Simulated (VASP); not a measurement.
Re, 1 atom in the cell. The structure is trigonal, space group R-3m (No. 166). The conventional cell has a = 3.312 Å, b = 3.312 Å, c = 4.867 Å, α = 90.00°, β = 90.00°, γ = 120.00°. Re (site symmetry -3m) has 6 Re at 2.51 Å as nearest neighbours. This isn't the form of Re at room conditions, which is hcp.

| Property | Result |
| --- | --- |
| Program | VASP 6.6.1 |
| Task | single point |
| Functional | PBE |
| Potentials or basis | VASP PAW PBE potentials, release 64 (Re) |
| Cutoff | 520 eV |
| k mesh | 22 × 22 × 22 |
| Occupations | gaussian, width 0.15 eV |
| Spin | no spin polarisation |
| Dipole correction | no |
| Further INCAR settings | ALGO = Fast; EDIFF = 1e-06; NBANDS = 10 |

Potentials or basis: VASP PAW PBE potentials, release 64 (Re).

The run is started by

```sh
$ cat potpaw_PBE.64/Re/POTCAR > POTCAR
$ mpirun -np 1 vasp_std > vasp.out
```

Hardware: 1 thread of Intel(R) Xeon(R) 6975P-C (Granite Rapids), with other jobs on the host.

Question: How long does it take, and how much memory?

Answer: Wall time 54 s on 1 thread of Intel(R) Xeon(R) 6975P-C (Granite Rapids) (shared host), peak memory 0.26 GiB. Counts: scf iterations 12, k points 1024.
